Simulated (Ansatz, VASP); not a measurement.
**One calculation of Zr, two programs**

```xyz
1
Lattice="2.9205 0.0000 0.0000 0.0000 2.9205 0.0000 0.0000 0.0000 2.9205" Properties=species:S:1:pos:R:3 pbc="T T T"
Zr    0.0000    0.0000    0.0000
```

This isn't the form of Zr at room conditions, which is hcp.

Alike in both runs: task single point; functional PBE; k mesh 13 × 13 × 13; occupations fermi-dirac, width 0.05 eV; no spin polarisation.

```csv
,VASP,Ansatz
version,VASP 6.6.1,Ansatz 0.2.0
potentials or method,"VASP PAW PBE potentials, release 64 (Zr_sv), cutoff 520 eV","all-electron LAPW, scalar-relativistic"
```

|  | VASP | Ansatz | Ansatz less VASP |
| --- | --- | --- | --- |
| pressure (GPa) | 0.0 | 0.0 | -0.03 |

Ansatz ran all-electron here, so the differences hold the error of VASP's frozen core and of both bases.
